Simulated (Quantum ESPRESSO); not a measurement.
CoO in Quantum ESPRESSO: the effect of magnetic state

Crystal: CoO.

```xyz
2
Lattice="2.8563 0.0000 0.0000 -1.4281 2.4736 0.0000 0.0000 0.0000 2.7876" Properties=species:S:1:pos:R:3 pbc="T T T"
Co    0.0000    0.0000    0.0000
O     1.4281    0.8245    1.3938
```

Measurements of this composition are mostly on another form, of space group No. 225.

Alike in all runs:

| Property | Result |
| --- | --- |
| Program | Quantum ESPRESSO 7.5 |
| Task | single point |
| Functional | LDA |
| Potentials or basis | GBRV 1.5 LDA |
| Cutoff | 762 eV |
| Density cutoff | 6095 eV |
| k mesh | 6 × 6 × 6 |
| Occupations | gaussian, width 0.05 eV |
| Hubbard terms | Co d U = 6 eV |

Task: One run gave: largest force 0.28 eV/Å. Which magnetic state did it use?
A. nm_spin
B. fm
C. nm

Result: B.

```tsv
magnetic state	spin	starting moments	fixed moment	largest force (eV/Å)
nm	no spin polarisation	-	-	0.85
nm_spin	collinear spin, zero start	[0.0, 0.0] μB	0 μB	0.85
fm	collinear spin, ferromagnetic start	[3.0, 0.0] μB	-	0.28
```

Caveats: all runs use coarse meshes; an odd number of electrons without spin polarisation forces a metal (some runs); a magnetic or distorted state may lie lower (some runs); U without spin polarisation on a metal has little footing (some runs); the total moment is fixed, so each spin has its own Fermi level (some runs); a cell with one magnetic atom can't hold antiferromagnetic order, which such compounds often take (some runs).
